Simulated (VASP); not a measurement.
# Pd: convergence, self-consistent run

Pd, Im-3m (no. 229), 1 atom in the cell. SCAN; PAW potentials Pd (PBE set). VASP 6.6.1.

Wanted: energy within 0.2 meV/atom; Fermi level within 0.005 eV.

What the run is for: comparing ways to start; Accuracy asked: tight.

POSCAR:
```
Pd
1.0
   -1.5722810000      1.5722810000      1.5722810000
    1.5722810000     -1.5722810000      1.5722810000
    1.5722810000      1.5722810000     -1.5722810000
Pd
1
Direct
    0.0000000000      0.0000000000      0.0000000000
```

## How the run starts (with a second run first, the time holds both)

| How the run starts (with a second run first, the time holds both) | Energy less reference (meV/atom) | Fermi level (eV) | Time (s) |
|---|---|---|---|
| from scratch: 17 SCF iterations | 0.00 | 8.7048 | 94 |
| PBE orbitals (WAVECAR): 9 + 7 SCF iterations | 0.00 | 8.7048 | 58 |
| PBE density (CHGCAR): 9 + 16 SCF iterations | 0.00 | 8.7046 | 109 |
| loose PBE orbitals: 9 + 7 SCF iterations | 0.00 | 8.7048 | 60 |

## Question

For each series: keep the first row unless others stay within half of the tolerance and take at least 30 % less time, and then take the fastest.

## Answer

- How the run starts (with a second run first, the time holds both): PBE orbitals (WAVECAR): 9 + 7 SCF iterations

## All choices together

| Input | Energy less reference (meV/atom) | Fermi level (eV) | Time (s) |
|---|---|---|---|
| chosen settings | 0.00 | 8.7048 | 58 |
| reference settings throughout | 0.00 | 8.7048 | 94 |

The tolerance is met.

## The input

INCAR.step1:
```
ISMEAR = 1
SIGMA = 0.1
LWAVE = T
LCHARG = T
ISIF = 2
PREC = Accurate
LASPH = T
LREAL = F
ALGO = Normal
EDIFF = 1E-5
NELM = 120
GGA_COMPAT = F
ENCUT = 440
GGA = PE
```

INCAR.step2:
```
METAGGA = SCAN
ISMEAR = 1
SIGMA = 0.1
LWAVE = F
LCHARG = F
ISIF = 2
PREC = Accurate
LASPH = T
LREAL = F
ALGO = Normal
EDIFF = 1E-6
NELM = 120
GGA_COMPAT = F
ENCUT = 440
LMIXTAU = T
ISTART = 1
```

KPOINTS:
```
k-points
0
Gamma
  15 15 15
```

Commands (each step's output is kept before the next begins):
```
cat potpaw_PBE.64/Pd/POTCAR > POTCAR
cp INCAR.step1 INCAR
mpirun -np 1 vasp_std > vasp.out
cp INCAR.step2 INCAR
mpirun -np 1 vasp_std > vasp.out
```

The chosen input took VASP 6.6.1 58 s on 1 core (AMD EPYC 7R43 (Zen 3)), a shared host.
